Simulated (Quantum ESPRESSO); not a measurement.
# AlAu (Pm-3m) in Quantum ESPRESSO: further runs

The runs below take AlAu through relaxation of cell and atoms, with PBEsol.

Program: Quantum ESPRESSO 7.5. These are calculated values, not measurements. Logs are shortened: lines on timing, memory, paths and dates and some standing lists are left out, and cuts for length are marked.

### Step 1. Starting point

The structure is cubic, space group Pm-3m (No. 221). Conventional cell: a = 3.224 Å, b = 3.224 Å, c = 3.224 Å, α = 90.00°, β = 90.00°, γ = 90.00°. Au (site symmetry m-3m) has 8 Al at 2.79 Å as nearest neighbours. Al (site symmetry m-3m) is surrounded by 8 Au at 2.79 Å.

The cell comes from a database or a generator and needn't be the stable form of this composition.

### Step 2. Relaxation of cell and atoms, PBEsol, target pressure 5 GPa, at which the enthalpy is minimised

pw.in

```
&CONTROL
  calculation = 'vc-relax'
  prefix = 'pwscf'
  outdir = './tmp'
  pseudo_dir = './pseudo'
  tprnfor = .true.
  tstress = .true.
  disk_io = 'low'
  nstep = 40
  forc_conv_thr = 0.0004
  etot_conv_thr = 1d-05
/
&SYSTEM
  ibrav = 0
  nat = 2
  ntyp = 2
  ecutwfc = 52
  ecutrho = 414
  nbnd = 13
  occupations = 'smearing'
  smearing = 'fd'
  degauss = 0.00367493
/
&ELECTRONS
  conv_thr = 4d-10
  electron_maxstep = 120
  mixing_beta = 0.5
/
&IONS
  ion_dynamics = 'bfgs'
/
&CELL
  cell_dynamics = 'bfgs'
  press = 50
  press_conv_thr = 0.3
/
ATOMIC_SPECIES
Au   196.9666 au_pbesol_v1.uspp.F.UPF
Al    26.9815 al_pbesol_v1.uspp.F.UPF
CELL_PARAMETERS angstrom
   3.2239420000    0.0000000000    0.0000000000
   0.0000000000    3.2239420000    0.0000000000
   0.0000000000    0.0000000000    3.2239420000
ATOMIC_POSITIONS angstrom
Au     1.6119710000    1.6119710000    1.6119710000
Al     0.0000000000    0.0000000000    0.0000000000
K_POINTS automatic
8 8 8 0 0 0
```

Potentials or basis: GBRV 1.5 PBEsol.

The run is started by

```
$ OMP_NUM_THREADS=1 mpirun -n 2 pw.x -nk 2 -in pw.in > pw.out
```

pw.out:

```text
This program is part of the open-source Quantum ESPRESSO suite
     for quantum simulation of materials; please cite
[... 6 lines left out ...]
     using ibrav=0 with symmetry is DISCOURAGED, use correct ibrav instead

     K-points division:     npool     =       2
     Subspace diagonalization in iterative solution of the eigenvalue problem:
     a serial algorithm will be used

     G-vector sticks info
     --------------------
     sticks:   dense  smooth     PW     G-vecs:    dense   smooth      PW
     Sum        1225     609    193                32231    11459    2007

     Using Slab Decomposition

     bravais-lattice index     =            0
     lattice parameter (alat)  =       6.0924  a.u.
     unit-cell volume          =     226.1300 (a.u.)^3
     number of atoms/cell      =            2
     number of atomic types    =            2
     number of electrons       =        14.00
     number of Kohn-Sham states=           13
     kinetic-energy cutoff     =      52.0000  Ry
     charge density cutoff     =     414.0000  Ry
     scf convergence threshold =      4.0E-10
     mixing beta               =       0.5000
     number of iterations used =            8  plain     mixing
     energy convergence thresh.=      1.0E-05
     force convergence thresh. =      4.0E-04
     press convergence thresh. =      3.0E-01
     Exchange-correlation= SLA  PW   PSX  PSC
                           (   1   4  10   8   0   0   0)
     nstep                     =           40

     celldm(1)=   6.092367  celldm(2)=   0.000000  celldm(3)=   0.000000
     celldm(4)=   0.000000  celldm(5)=   0.000000  celldm(6)=   0.000000

     crystal axes: (cart. coord. in units of alat)
               a(1) = (   1.000000   0.000000   0.000000 )
               a(2) = (   0.000000   1.000000   0.000000 )
               a(3) = (   0.000000   0.000000   1.000000 )

     reciprocal axes: (cart. coord. in units 2 pi/alat)
               b(1) = (  1.000000  0.000000  0.000000 )
               b(2) = (  0.000000  1.000000  0.000000 )
               b(3) = (  0.000000  0.000000  1.000000 )

     PseudoPot. # 1 for Au read from file:
     au_pbesol_v1.uspp.F.UPF
     Pseudo is Ultrasoft + core correction, Zval = 11.0
     Generated by new atomic code, or converted to UPF format
     Using radial grid of  985 points,  7 beta functions with:
                l(1) =   0
                l(2) =   0
                l(3) =   1
                l(4) =   1
                l(5) =   2
                l(6) =   2
                l(7) =   3
     Q(r) pseudized with  6 coefficients,  rinner =    1.900   1.900   1.900
                                                       1.900   1.900   1.900
                                                       1.900

     PseudoPot. # 2 for Al read from file:
     al_pbesol_v1.uspp.F.UPF
     Pseudo is Ultrasoft + core correction, Zval =  3.0
     Generated by new atomic code, or converted to UPF format
     Using radial grid of  893 points,  3 beta functions with:
                l(1) =   0
                l(2) =   1
                l(3) =   2
     Q(r) pseudized with  8 coefficients,  rinner =    0.900   0.900   0.900
                                                       0.900   0.900

[... 1500 lines left out ...]
     Results may differ from those at the preceding step.

     G-vector sticks info
     --------------------
     sticks:   dense  smooth     PW     G-vecs:    dense   smooth      PW
     Sum        1153     593    185                29423    10635    1863

     Using Slab Decomposition

     bravais-lattice index     =            0
     lattice parameter (alat)  =       6.0924  a.u.
     unit-cell volume          =     208.2602 (a.u.)^3
     number of atoms/cell      =            2
     number of atomic types    =            2
     number of electrons       =        14.00
     number of Kohn-Sham states=           13
     kinetic-energy cutoff     =      52.0000  Ry
     charge density cutoff     =     414.0000  Ry
     scf convergence threshold =      4.0E-12
     mixing beta               =       0.5000
     number of iterations used =            8  plain     mixing
     press convergence thresh. =      3.0E-01
     Exchange-correlation= SLA  PW   PSX  PSC
                           (   1   4  10   8   0   0   0)

     celldm(1)=   6.092367  celldm(2)=   0.000000  celldm(3)=   0.000000
     celldm(4)=   0.000000  celldm(5)=   0.000000  celldm(6)=   0.000000

     crystal axes: (cart. coord. in units of alat)
               a(1) = (   0.972932   0.000000   0.000000 )
               a(2) = (   0.000000   0.972932   0.000000 )
               a(3) = (   0.000000   0.000000   0.972932 )

     reciprocal axes: (cart. coord. in units 2 pi/alat)
               b(1) = (  1.027821  0.000000  0.000000 )
               b(2) = (  0.000000  1.027821  0.000000 )
               b(3) = (  0.000000  0.000000  1.027821 )

     PseudoPot. # 1 for Au read from file:
     au_pbesol_v1.uspp.F.UPF
     Pseudo is Ultrasoft + core correction, Zval = 11.0
     Generated by new atomic code, or converted to UPF format
     Using radial grid of  985 points,  7 beta functions with:
                l(1) =   0
                l(2) =   0
                l(3) =   1
                l(4) =   1
                l(5) =   2
                l(6) =   2
                l(7) =   3
     Q(r) pseudized with  6 coefficients,  rinner =    1.900   1.900   1.900
                                                       1.900   1.900   1.900
                                                       1.900

     PseudoPot. # 2 for Al read from file:
     al_pbesol_v1.uspp.F.UPF
     Pseudo is Ultrasoft + core correction, Zval =  3.0
     Generated by new atomic code, or converted to UPF format
     Using radial grid of  893 points,  3 beta functions with:
                l(1) =   0
                l(2) =   1
                l(3) =   2
     Q(r) pseudized with  8 coefficients,  rinner =    0.900   0.900   0.900
                                                       0.900   0.900

     atomic species   valence    mass     pseudopotential
     Au               11.00   196.96660     Au( 1.00)
     Al                3.00    26.98150     Al( 1.00)

     48 Sym. Ops., with inversion, found

   Cartesian axes

     site n.     atom                  positions (alat units)
         1        Au     tau(   1) = (   0.4864662   0.4864662   0.4864662  )
         2        Al     tau(   2) = (   0.0000000   0.0000000   0.0000000  )

     number of k points=    35  Fermi-Dirac smearing, width (Ry)=  0.0037
                       cart. coord. in units 2pi/alat
        k(    1) = (   0.0000000   0.0000000   0.0000000), wk =   0.0039062
        k(    2) = (   0.0000000   0.0000000   0.1284776), wk =   0.0234375
        k(    3) = (   0.0000000   0.0000000   0.2569552), wk =   0.0234375
        k(    4) = (   0.0000000   0.0000000   0.3854328), wk =   0.0234375
        k(    5) = (   0.0000000   0.0000000  -0.5139103), wk =   0.0117188
        k(    6) = (   0.0000000   0.1284776   0.1284776), wk =   0.0468750
[... 27 lines left out ...]
        k(   34) = (   0.3854328  -0.5139103  -0.5139103), wk =   0.0234375
        k(   35) = (  -0.5139103  -0.5139103  -0.5139103), wk =   0.0039062

     Dense  grid:    29423 G-vectors     FFT dimensions: (  40,  40,  40)

     Smooth grid:    10635 G-vectors     FFT dimensions: (  27,  27,  27)

     Initial potential from superposition of free atoms

     starting charge      13.9975, renormalised to      14.0000
     Starting wfcs are   13 randomized atomic wfcs

     Self-consistent Calculation

     iteration #  1     ecut=    52.00 Ry     beta= 0.50
     Davidson diagonalization with overlap
     c_bands:  1 eigenvalues not converged
     c_bands:  1 eigenvalues not converged
     c_bands:  1 eigenvalues not converged
     ethr =  1.00E-06,  avg # of iterations = 15.2
[... 279 lines left out ...]
          total   stress  (Ry/bohr**3)                   (kbar)     P=       49.90
   0.00033919   0.00000000   0.00000000           49.90        0.00        0.00
   0.00000000   0.00033919   0.00000000            0.00       49.90        0.00
   0.00000000   0.00000000   0.00033919            0.00        0.00       49.90

=------------------------------------------------------------------------------=
   JOB DONE.
=------------------------------------------------------------------------------=
```

Wall time 39 s (2 MPI ranks of Arm Neoverse V2, shared host); peak memory 0.34 GiB.

What came out:

| Item | Value |
| --- | --- |
| Free energy | -1652.4612 eV |
| Relaxed volume | 15.43 Å³/atom |
| Relaxed cell | a = 3.137 Å, b = 3.137 Å, c = 3.137 Å, α = 90.00°, β = 90.00°, γ = 90.00° |
| Space group after relaxing (to 0.05 Å) | Pm-3m (No. 221) |
| Energy change on relaxing (the enthalpy is what falls) | -4.9 meV/atom |
| Ionic steps | 5 |
| Pressure after relaxing | 5.0 GPa |
| Band gap on the k mesh | none (metal or under the smearing width) |

The path:
```csv
step,energy change (eV),largest force (eV/Å),pressure (GPa),volume (Å³)
1,0.0000,0.0000,-5.31,33.51
2,-0.0262,0.0000,0.82,31.78
3,-0.0043,0.0000,5.83,30.70
4,-0.0101,0.0000,4.95,30.87
5,-0.0098,0.0000,5.00,30.86
```

Final structure:
```
CELL_PARAMETERS angstrom
3.13668 0.00000 0.00000
0.00000 3.13668 0.00000
0.00000 0.00000 3.13668
ATOMIC_POSITIONS crystal
Au 0.50000 0.50000 0.50000
Al 0.00000 0.00000 0.00000
```

Levels at points of the mesh, in eV from the Fermi level:
```tsv
k point	band 5	band 6	band 7	band 8	band 9	band 10
(0.00, 0.00, 0.00)	-5.05	-5.05	2.82	2.82	2.82	7.47
(0.00, 0.00, -0.50)	-6.07	-4.92	-3.46	5.56	7.38	7.38
(0.00, -0.50, -0.50)	-4.10	-3.92	-3.92	-1.26	1.06	7.45
(-0.50, -0.50, -0.50)	-4.05	-0.26	0.68	0.68	0.68	2.50
```

### Step 3. Relaxation of cell and atoms, PBEsol, target pressure 10 GPa, at which the enthalpy is minimised

Edit pw.in of step 2 so:

```diff
@@ -33,3 +33,3 @@
   cell_dynamics = 'bfgs'
-  press = 50
+  press = 100
   press_conv_thr = 0.3
```

Potentials or basis: GBRV 1.5 PBEsol.

The run is started by

```
$ OMP_NUM_THREADS=1 mpirun -n 2 pw.x -nk 2 -in pw.in > pw.out
```

It took 40 s on 2 MPI ranks of Arm Neoverse V2, shared host; peak memory 0.34 GiB.

It converged, with:

- Free energy: -1652.4188 eV
- Relaxed volume: 14.97 Å³/atom
- Relaxed cell: a = 3.105 Å, b = 3.105 Å, c = 3.105 Å, α = 90.00°, β = 90.00°, γ = 90.00°
- Space group after relaxing (to 0.05 Å): Pm-3m (No. 221)
- Energy change on relaxing (the enthalpy is what falls): +16.3 meV/atom
- Ionic steps: 5
- Pressure after relaxing: 10.0 GPa
- Band gap on the k mesh: none (metal or under the smearing width)

The path:
```
step  energy change (eV)  largest force (eV/Å)  pressure (GPa)  volume (Å³)
   1              0.0000                0.0000           -5.31        33.51
   2             -0.0128                0.0000            4.50        30.96
   3              0.0492                0.0000           11.53        29.70
   4              0.0315                0.0000            9.89        29.96
   5              0.0326                0.0000           10.00        29.94
```

Final structure:
```
Au Al
1.0
     3.10533    0.00000    0.00000
     0.00000    3.10533    0.00000
     0.00000    0.00000    3.10533
Au Al
1 1
Direct
  0.50000 0.50000 0.50000
  0.00000 0.00000 0.00000
```

Levels at points of the mesh, in eV from the Fermi level:
```
              k point  band 5  band 6  band 7  band 8  band 9  band 10
   (0.00, 0.00, 0.00)   -5.19   -5.19    2.81    2.81    2.81     7.61
  (0.00, 0.00, -0.50)   -6.26   -5.05   -3.53    5.45    7.40     7.40
 (0.00, -0.50, -0.50)   -4.20   -4.11   -4.11   -1.27    1.20     7.55
(-0.50, -0.50, -0.50)   -4.14   -0.20    0.58    0.58    0.58     2.63
```

The run has no spin-orbit coupling, so splittings on Au are missing.

### Step 4. Relaxation of cell and atoms, PBEsol, target pressure 20 GPa, at which the enthalpy is minimised

Edit pw.in of step 3 so:

```diff
@@ -33,3 +33,3 @@
   cell_dynamics = 'bfgs'
-  press = 100
+  press = 200
   press_conv_thr = 0.3
```

The run is started by

```
$ OMP_NUM_THREADS=1 mpirun -n 2 pw.x -nk 2 -in pw.in > pw.out
```

It took 43 s on 2 MPI ranks of Arm Neoverse V2, shared host; peak memory 0.34 GiB.

It converged, with:

```yaml
Free_energy: -1652.2870 eV
Relaxed_volume: 14.26 Å³/atom
Relaxed_cell: a = 3.055 Å, b = 3.055 Å, c = 3.055 Å, α = 90.00°, β = 90.00°, γ = 90.00°
Space_group_after_relaxing_to_0.05_Å: Pm-3m (No. 221)
Energy_change_on_relaxing_the_enthalpy_is_what_falls: +82.2 meV/atom
Ionic_steps: 5
Pressure_after_relaxing: 20.0 GPa
Band_gap_on_the_k_mesh: none (metal or under the smearing width)
```

Step by step:
```csv
step,energy change (eV),largest force (eV/Å),pressure (GPa),volume (Å³)
1,0.0000,0.0000,-5.31,33.51
2,0.0750,0.0000,13.67,29.37
3,0.2049,0.0000,22.54,28.21
4,0.1622,0.0000,19.86,28.53
5,0.1643,0.0000,20.00,28.51
```

Final structure:
```
CELL_PARAMETERS angstrom
3.05505 0.00000 0.00000
0.00000 3.05505 0.00000
0.00000 0.00000 3.05505
ATOMIC_POSITIONS crystal
Au 0.50000 0.50000 0.50000
Al 0.00000 0.00000 0.00000
```

Levels at points of the mesh, in eV from the Fermi level:
```
              k point  band 3  band 4  band 5  band 6  band 7  band 8  band 9  band 10  band 11  band 12
   (0.00, 0.00, 0.00)   -7.98   -5.44   -5.44   -5.44    2.78    2.78    2.78     7.68     7.68     8.36
  (0.00, 0.00, -0.50)   -7.52   -6.61   -6.61   -5.29   -3.65    5.25    7.42     7.42     8.99     8.99
 (0.00, -0.50, -0.50)   -6.34   -6.34   -4.42   -4.42   -4.36   -1.28    1.43     7.72    11.16    11.16
(-0.50, -0.50, -0.50)   -8.56   -4.30   -4.30   -0.11    0.39    0.39    0.39     2.86     4.15     4.15
```

### Step 5. Relaxation of cell and atoms, PBEsol, target pressure 30 GPa, at which the enthalpy is minimised

Edit pw.in of step 4 so:

```diff
@@ -33,3 +33,3 @@
   cell_dynamics = 'bfgs'
-  press = 200
+  press = 300
   press_conv_thr = 0.3
```

The run is started by

```
$ OMP_NUM_THREADS=1 mpirun -n 2 pw.x -nk 2 -in pw.in > pw.out
```

Run time: 39 s. Hardware: 2 MPI ranks of Arm Neoverse V2, shared host; peak memory 0.34 GiB.

It converged, with:

| Item | Value |
| --- | --- |
| Free energy | -1652.1154 eV |
| Relaxed volume | 13.70 Å³/atom |
| Relaxed cell | a = 3.015 Å, b = 3.015 Å, c = 3.015 Å, α = 90.00°, β = 90.00°, γ = 90.00° |
| Space group after relaxing (to 0.05 Å) | Pm-3m (No. 221) |
| Energy change on relaxing (the enthalpy is what falls) | +167.9 meV/atom |
| Ionic steps | 5 |
| Pressure after relaxing | 30.0 GPa |
| Band gap on the k mesh | none (metal or under the smearing width) |

The path:
```csv
step,energy change (eV),largest force (eV/Å),pressure (GPa),volume (Å³)
1,0.0000,0.0000,-5.31,33.51
2,0.2618,0.0000,25.91,27.83
3,0.3703,0.0000,31.83,27.23
4,0.3349,0.0000,29.95,27.41
5,0.3358,0.0000,30.00,27.41
```

Final structure:
```yaml
crystal:
  lattice:
    - [3.01499, 0.00000, 0.00000]
    - [0.00000, 3.01499, 0.00000]
    - [0.00000, 0.00000, 3.01499]
  atoms:
    - { symbol: Au, position: [0.50000, 0.50000, 0.50000] }
    - { symbol: Al, position: [0.00000, 0.00000, 0.00000] }
```

Levels at points of the mesh, in eV from the Fermi level:
```
              k point  band 3  band 4  band 5  band 6  band 7  band 8  band 9  band 10  band 11  band 12
   (0.00, 0.00, 0.00)   -8.38   -5.66   -5.66   -5.66    2.75    2.75    2.75     7.72     7.72     8.83
  (0.00, 0.00, -0.50)   -7.89   -6.90   -6.90   -5.49   -3.75    5.06    7.42     7.42     9.28     9.28
 (0.00, -0.50, -0.50)   -6.62   -6.62   -4.68   -4.68   -4.50   -1.30    1.62     7.85    11.21    11.21
(-0.50, -0.50, -0.50)   -8.98   -4.44   -4.44   -0.05    0.23    0.23    0.23     3.05     4.29     4.29
```

Caveat: the volume moved by over 15 % at a fixed basis, so the end points are rough. The run has no spin-orbit coupling, so splittings on Au are missing.

### Step 6. Overview

| cell | gap on the mesh (eV) | pressure (GPa) |
| --- | --- | --- |
| relaxed to 5 GPa | none | 5.0 |
| relaxed to 10 GPa | none | 10.0 |
| relaxed to 20 GPa | none | 20.0 |
| relaxed to 30 GPa | none | 30.0 |

Alike in all rows: task relaxation of cell and atoms; level PBEsol; potentials or basis GBRV 1.5 PBEsol; no spin polarisation; k mesh 8 × 8 × 8; cutoff (eV) 707; smearing fermi-dirac 0.05 eV.

Caveats: the volume moved by over 15 % at a fixed basis, so the end points are rough (some runs).

Absolute energies hang on the potentials; compare differences alone.
